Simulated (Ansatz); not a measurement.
# Co: the order of phases at one pressure, part 3 of 3

Which of hcp, simple hexagonal, diamond, omega has the lowest enthalpy for Co at one common pressure? The runs shown use LAPW. Companion runs by PAW are cited.

Ansatz 0.2.0; DFT PBE; a cell built from a prototype (hcp type), not taken from measurement. The steps go on from the part before.

## (7) The output, continued: omega relaxed under pressure, LAPW

The log, continued:

```text
SCF iter   3: F=-113751.365876 eV  HF=-113751.365876 eV  |F-HF|=1.44e-8  |Δ(HF+E_count)|=   4.18e-9  Δρ=1.88e-6 (↑1.77e-6 ↓1.88e-6)  dr2=1.73e-9  dr2_m=2.42e-10  M=4.258 μB ∫|m|=4.548 μB  ethr=1.86e-12 (applied; sched 1.00e-12)  ⟨swp⟩=3.0  Hψ=24216  notcnv=0
SCF 3 converged in 3 iterations: F = -113751.365876 eV  dr2 = 1.73e-9
relax step   3: F+E_penalty+E_count = -113751.36587589 eV  Δ(F+E_penalty+E_count) = +1.817e-3 eV  max|allowed force component| = 2.621e-17 eV/Å  Δτ_max = 0.0000 Å  P = +70.000 GPa  Ω = 26.849 Å³  (3 SCF iters, accepted)
iter 1 solved again at ethr=1.00e-12 eV; its pass at ethr=1.00e-1 eV (dr2=1.91e-10 eV) is discarded
SCF iter   1: F=—  HF=-113751.365876 eV  |F-HF|=—  |Δ(HF+E_count)|=         —  Δρ=1.36e-6 (↑1.36e-6 ↓9.09e-7)  dr2=1.86e-10  dr2_m=2.45e-10  M=4.258 μB ∫|m|=4.548 μB  β_m=0.65  ethr=2.29e-12 (applied; sched 1.00e-12)  ⟨swp⟩=3.0  Hψ=34810  notcnv=0  trunc=3  reapply=4
SCF iter   2: F=—  HF=-113751.365876 eV  |F-HF|=—  |Δ(HF+E_count)|=   1.46e-9  Δρ=5.54e-7 (↑3.49e-7 ↓5.54e-7)  dr2=3.44e-11  dr2_m=3.84e-11  M=4.258 μB ∫|m|=4.548 μB  β_m=0.44  ethr=1.80e-12 (applied; sched 1.00e-12)  ⟨swp⟩=3.0  Hψ=23871  notcnv=0
SCF iter   3: F=-113751.365876 eV  HF=-113751.365876 eV  |F-HF|=2.20e-9  |Δ(HF+E_count)|=  6.69e-10  Δρ=1.34e-6 (↑4.21e-7 ↓1.34e-6)  dr2=9.55e-10  dr2_m=1.05e-10  M=4.258 μB ∫|m|=4.548 μB  ethr=1.57e-12 (applied; sched 1.00e-12)  ⟨swp⟩=2.0  Hψ=21073  notcnv=0
SCF 4 converged in 3 iterations: F = -113751.365876 eV  dr2 = 9.55e-10
relax step   4: F+E_penalty+E_count = -113751.36587590 eV  Δ(F+E_penalty+E_count) = -1.406e-8 eV  max|allowed force component| = 2.236e-17 eV/Å  Δτ_max = 0.0000 Å  P = +70.000 GPa  Ω = 26.849 Å³  stress off target by 4.20e-3 GPa  SCF on the basis re-selected at this cell (its energy is not comparable with the rows above)  (3 SCF iters)
basis re-selected at this cell: Δ(F+E_penalty+E_count) = -1.406e-8 eV, ΔP = +0.000 GPa vs the last step (what re-selecting the basis moved, after the strain that the cell walked since its last selection, with what the two solves' SCF thresholds leave and, on support functions, any second-order correction that the steps lacked; it is no measure of the basis error at this ecutwfc). This SCF's stress stands 4.20e-3 GPa from its target on what of the cell is left free (relax.cell.stress_tol is 3.50e-2 GPa) and its largest allowed force component is 2.24e-17 eV/Å (relax.f_tol is 5.00e-3 eV/Å): within both
SCF converged after 3 iterations
Magnetization: 4.2580 μB (27.6290 up, 23.3710 down)
Absolute magnetization: 4.5481 μB (∫|ρ↑−ρ↓|)
Spin contamination: 0.0458 ħ² per cell (⟨S²⟩ above its minimum at these occupations)
Per-site moments (μB) at R_I (Å): [(1.5099639320900753, 1.0376412663467987), (1.4440281991888781, 1.0376412663467987), (1.4440281991888781, 1.0376412663467987)]
Free energy (F): -113751.365876 eV
Harris-Foulkes:  -113751.365876 eV  (|F-HF|=2.20e-9)
Internal energy: -113751.345757 eV  (E = F + TS)
E sigma→0 (E₀):  -113751.355817 eV
Entropy (-TS):   -0.020119 eV (-6.706 meV/atom)
Fermi energy:    24.103672 eV
--- Per-component energies (eV) ---
  E_band       = -480.429076
  E_kinetic    = 115478.258074
  E_xc         = -4881.522261
  E_electrostatic = -224348.081570  (all electrons and nuclei)
  E_smearing   = -0.020119  (= −TS)
  E_closure    = 0.000000  (closes the sum)
  E_atoms      = -113727.867788  (free atoms, spherical and without spin; not in F)
  Σ components = -113751.365876   (vs F -113751.365876, Δ=0.00e0)
  Basis errors (estimates in eV, not in F): energy 1.7e-4 per atom: plane waves 1.6e-4 (8.6e-5 summed), levels above the bands 2.3e-113, relativity 1.8e-8, radial functions 1.5e-5, core shells 2.5e-7; eigenvalues (radial functions only) 1.1e-7; not estimated: angular momenta, meshes, grids; target (lapw.basis_error) 5.0e-4; muffin-tin radii Co 1.038 Å
--- Forces (eV/Å), atoms counted from 1 ---
  atom   1  Co    -0.00000000     0.00000000     0.00000000
  atom   2  Co     0.00000000     0.00000000     0.00000000
  atom   3  Co    -0.00000000     0.00000000     0.00000000
  max |Σ_I F_I| component: 2.31e-18 eV/Å
--- Stress (GPa, compression-positive) ---
       70.002284       0.000000       0.000000
        0.000000      70.002284       0.000000
        0.000000       0.000000      69.995802
  P = ⅓ Tr σ = 70.0001 GPa (700.001 kbar)
--- Band table (eV; the first three rows and the last of 224) ---
  k-point 0 ↑: bands = ["-72.2705", "-72.0872", "-72.0143", "-35.7197", "-35.7197", "-35.4339", "-35.4339", "-35.2725", "-35.1466", "-35.0998", "-35.0998", "-35.0335", "13.7559", "18.2858", "19.9401", "19.9401", "19.9889", "19.9889", "20.3477", "20.8027", "21.4171", "21.4171", "21.9257", "21.9257", "22.1301", "22.1301", "23.7415", "23.7415", "31.6494", "31.6494", "31.6694", "31.6694", "35.1013", "35.1703"]
  k-point 1 ↑: bands = ["-72.2669", "-72.0843", "-72.0119", "-35.7169", "-35.7169", "-35.4277", "-35.4277", "-35.2948", "-35.1680", "-35.1016", "-35.1016", "-35.0571", "13.9235", "18.3995", "19.8277", "19.8277", "19.9148", "19.9148", "20.5203", "20.9190", "21.3282", "21.3282", "22.0819", "22.0819", "22.1068", "22.1068", "23.7047", "23.7047", "31.8053", "31.8053", "31.8486", "31.8486", "35.1244", "35.1880"]
  k-point 2 ↑: bands = ["-72.2566", "-72.0762", "-72.0052", "-35.7092", "-35.7092", "-35.4100", "-35.4100", "-35.3569", "-35.2275", "-35.1230", "-35.1071", "-35.1071", "14.4134", "18.7129", "19.5210", "19.5210", "19.7142", "19.7142", "21.0180", "21.2382", "21.2382", "21.2645", "22.0235", "22.0235", "22.3587", "22.3587", "23.6257", "23.6257", "32.2549", "32.2549", "32.3626", "32.3626", "35.1349", "35.2372"]
  k-point 111 ↓: bands = ["-70.3404", "-70.3182", "-70.1070", "-34.0806", "-33.9924", "-33.9630", "-33.7240", "-33.6918", "-33.6252", "-33.4168", "-33.4068", "-33.3663", "18.6029", "19.7871", "20.3266", "20.3358", "20.4945", "20.5921", "21.9335", "22.5241", "22.7836", "22.9041", "23.8930", "25.2325", "25.4068", "25.4411", "25.6785", "26.5480", "28.6145", "29.9894", "32.9176", "33.1459", "34.2598", "42.0012"]
--- Relaxed structure (3 steps of the walk, 3 accepted, 1 SCFs on fresh bases) ---
  F+E_penalty+E_count = -113751.36587590 eV   max|allowed force component| = 2.236e-17 eV/Å   (the final SCF, on the basis selected at the relaxed cell)
  cell:  # Å, volume = 26.8491 Å³
    - [3.705715838870097, 2.8863545545079908e-11, 0.0]
    - [-1.852857919460045, 3.209244055653434, 0.0]
    - [0.0, 0.0, 2.2576423320064647]
  atoms:
    - { symbol: Co, position: [-9.781363046810901e-36, 1.4584230678071882e-35, 0.0] }
    - { symbol: Co, position: [0.33333333333333337, 0.6666666666666669, 0.5] }
    - { symbol: Co, position: [0.6666666666666667, 0.3333333333333334, 0.5] }
```

Wall time 3.2 min (2 threads of Arm Neoverse V2, shared host); peak memory 1.1 GiB.

Step by step:

```csv
step,energy from step 1 (eV/cell),largest force component (eV/Å),pressure (GPa),volume (Å³)
1,0.0000,0.0000,69.78,26.86
2,0.0035,0.0000,69.92,26.85
3,0.0053,0.0000,70.00,26.85
4,0.0053,0.0000,70.00,26.85
```

Step 1 is the start. Step 4 repeats the geometry before on a plane-wave basis chosen anew for that cell, so the energy can jump there without any move; the table keeps such jumps.

| input's cell | before | after | change |
| --- | --- | --- | --- |
| a (Å) | 3.706 | 3.706 | -0.0 % |
| b (Å) | 3.706 | 3.706 | -0.0 % |
| c (Å) | 2.258 | 2.258 | -0.0 % |
| volume (Å³/atom) | 8.95 | 8.95 | -0.0 % |

This run gives: pressure 70.00 GPa; no gap; spin moments Co1 1.51, Co2 1.44 μB.

## (8) The series in one table

The PAW rows are taken from companion runs at the same settings.

Enthalpy per atom, H = F + pV at p = 70 GPa, from each method's lowest phase:

```
method             start  space group, start → end  volume (Å³/atom)  pressure (GPa)  enthalpy (meV/atom)  largest moment (μB)
  LAPW               hcp       P6_3/mmc → P6_3/mmc             8.857            70.0                  0.0                 1.48
  LAPW  simple hexagonal           P6/mmm → P6/mmm             9.278            70.0                808.8                 1.11
  LAPW           diamond             Fd-3m → Fd-3m            11.264            70.0               2661.3                 0.00
  LAPW             omega           P6/mmm → P6/mmm             8.950            70.0                142.4                 1.51
   PAW               hcp       P6_3/mmc → P6_3/mmc             8.860            70.0                  0.0                 1.48
   PAW  simple hexagonal           P6/mmm → P6/mmm             9.278            70.0                809.9                 1.09
   PAW           diamond             Fd-3m → Fd-3m            11.272            70.0               2656.2                 0.00
   PAW             omega           P6/mmm → P6/mmm             8.954            70.0                143.3                 1.51
```

## (9) Summary of results

What follows sums up all 3 parts.

| quantity | value |
| --- | --- |
| pressure | 70 GPa |
| lowest (LAPW) | hcp, 142.4 meV/atom under omega |
| lowest (PAW) | hcp, 143.3 meV/atom under omega |

What this shows: By LAPW the order is hcp < omega < simple hexagonal < diamond. By PAW the order is hcp < omega < simple hexagonal < diamond. The methods agree on the lowest phase. Only these structures were tried, with electrons smeared by 0.05 eV and without vibrations, so the true ground state may be another. The k meshes differ between phases and weren't tested, which can move differences by some meV. The magnetic state is the one reached from the start moments in this cell; it needn't be the ground state.
